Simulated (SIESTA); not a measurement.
Runs of SIESTA 5.4.2 on NiO. It takes space group Fm-3m (No. 225, cubic). The conventional cell has a = 4.172 Å, b = 4.172 Å, c = 4.172 Å, α = 90.00°, β = 90.00°, γ = 90.00°. Around Ni (site symmetry m-3m) lie 6 O at 2.09 Å. O (site symmetry m-3m) is surrounded by 6 Ni at 2.09 Å. 

| task | level | potentials or basis | cell | optimiser | force tolerance | broadening (eV) | window from (eV) | window to (eV) | gap on the mesh (eV) | pressure (GPa) | moment (μB) |
| --- | --- | --- | --- | --- | --- | --- | --- | --- | --- | --- | --- |
| single point | LDA | PseudoDojo 0.4 standard (LDA files), TZP (energy shift 0.003 Ry; two zetas on semicore shells) | as given | - | - | - | - | - | none | -19.2 | 0.72 |
| relaxation of cell and atoms | BLYP | PseudoDojo 0.4 standard (PBE files), DZP (energy shift 0.003 Ry; two zetas on semicore shells) | relaxed | CG | 0.02 eV/Å | - | - | - | none | 0.0 | 1.87 |
| atomic charges | LDA | PseudoDojo 0.4 standard (LDA files), TZP (energy shift 0.003 Ry; two zetas on semicore shells) | as given | - | - | - | - | - | none | -19.2 | 0.72 |
| density of states | PBEsol | PseudoDojo 0.4 standard (PBEsol files), DZP (energy shift 0.003 Ry; two zetas on semicore shells) | as given | - | - | 0.05 eV | -15 eV | 5 eV | none | -8.8 | 1.16 |
| single point | PBEsol | PseudoDojo 0.4 standard (PBEsol files), DZP (energy shift 0.003 Ry; two zetas on semicore shells) | as given | - | - | - | - | - | none | -8.8 | 1.16 |
| single point | LDA | PseudoDojo 0.4 standard (LDA files), DZP (energy shift 0.003 Ry; two zetas on semicore shells) | as given | - | - | - | - | - | none | (a) | 0.72 |

Alike in all rows: spin collinear, ferromagnetic start; k mesh 8 × 8 × 8; smearing fermi-dirac 0.05 eV; grid cutoff 800 Ry; energy shift 0.003 Ry.

Task: Estimate the missing entries.

Result: (a) -18.0.

Caveats: short orbitals over semicore shells can move pressures by several GPa; the basis of atomic orbitals isn't converged, which shifts pressures, moduli and gaps; a cell with one magnetic atom can't hold antiferromagnetic order, which such compounds often take; semilocal functionals often make such compounds metallic where correlation or magnetic order opens a gap, which also shifts bond lengths; so large a pressure means that the cell lies far from this level's equilibrium, or that cutoff or potentials fall short (some runs); the potentials were made for another functional, which shifts forces and pressure (some runs).

A gap of «none» marks a metal or a gap under the smearing width.

Runs at the PBE level aren't shown here.
